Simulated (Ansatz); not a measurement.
SiNi2: hydrostatic pressure series

All numbers below come from DFT r2SCAN, scalar-relativistic, plane waves, PAW in Ansatz. (500 eV cutoff, 12×12×8 k-mesh, Gaussian smearing of 0.10 eV, no spin polarisation)

Starting point, cell and atoms relaxed:

```xyz
6
Lattice="3.8695 0.0000 0.0000 -1.9348 3.3511 0.0000 0.0000 0.0000 4.9268" Properties=species:S:1:pos:R:3 pbc="T T T"
Si    0.0000    2.2341    3.6951
Si    1.9348    1.1170    1.2317
Ni    0.0000    0.0000    0.0000
Ni    0.0000    0.0000    2.4634
Ni    0.0000    2.2341    1.2317
Ni    1.9348    1.1170    3.6951
```

Cell and atoms are relaxed at each pressure within the symmetry of the start, at zero temperature, so transitions that lower the symmetry aren't seen. The k-mesh given is that at zero pressure and may differ at others. a, b and c are the lengths of the cell vectors above.

| P (GPa) | V (Å³/atom) | V/V0 | a (Å) | b (Å) | c (Å) |
| --- | --- | --- | --- | --- | --- |
| -3 | 10.80 | 1.014 | 3.885 | 3.885 | 4.956 |
| 0 | 10.65 | 1.000 | 3.870 | 3.870 | 4.927 |
| 3 | 10.51 | 0.987 | 3.855 | 3.855 | 4.900 |
| 8 | 10.30 | 0.968 | 3.833 | 3.833 | 4.859 |
| 15 | 10.05 | 0.944 | 3.804 | 3.804 | 4.810 |
| 30 | 9.59 | 0.901 | 3.752 | 3.752 | 4.722 |
| 60 | 8.93 | 0.838 | 3.670 | 3.670 | 4.593 |

Q: What bulk modulus and pressure derivative fit these points?

A: A third-order Birch–Murnaghan fit gives B0 = 226 GPa and B0' = 4.6.

Q: Which cell vector or vectors give way most up to 60 GPa?

A: c: the changes are a -5.2 %, b -5.2 %, c -6.8 %.